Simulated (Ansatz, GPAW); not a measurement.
# One calculation of Ga, 3 ways

```
Ga
1.0
     1.38300   -4.02650    0.00000
     1.38300    4.02650    0.00000
    -0.11745    0.00000    3.32993
Ga
2
Direct
  0.13100 0.86900 0.75000
  0.86900 0.13100 0.25000
```

This isn't the form of Ga at room conditions, which is orthorhombic.

Alike in all runs: task band structure; functional PBEsol; k mesh 10 × 10 × 8; occupations fermi-dirac, width 0.05 eV; no spin polarisation; no spin-orbit coupling. Pressure is positive in compression and, in plane waves, holds the error of the finite cutoff, which Ansatz's Pulay term estimates and takes out.

| program and potentials | plane-wave cutoff (eV) | notes | band gap (eV) | pressure (GPa) | largest force (eV/Å) |
| --- | --- | --- | --- | --- | --- |
| GPAW, PAW data sets generated for this functional | 600 | 3 valence electrons an atom on average | no gap | -1.47 | 0.212 |
| Ansatz, all-electron LAPW, scalar-relativistic | - | - | no gap | -1.93 | 0.196 |
| Ansatz, PAW datasets made for the crystal | 240 | 13 valence electrons an atom on average | no gap | -1.94 | 0.196 |

Force on atom 1 (Ga), eV/Å:

| program and potentials | x | y | z |
| --- | --- | --- | --- |
| GPAW, PAW data sets generated for this functional | 0.000 | -0.212 | 0.000 |
| Ansatz, all-electron LAPW, scalar-relativistic | 0.000 | -0.196 | 0.000 |
| Ansatz, PAW datasets made for the crystal | 0.000 | -0.196 | 0.000 |

None finds a gap. The pressure spans -1.94 (Ansatz, PAW datasets made for the crystal) to -1.47 GPa (GPAW, PAW data sets generated for this functional), with all-electron results at -1.93.

The functional is the same throughout but for its coding, so the spread measures potentials, basis and numerics; runs on potential files found faulty are left out.
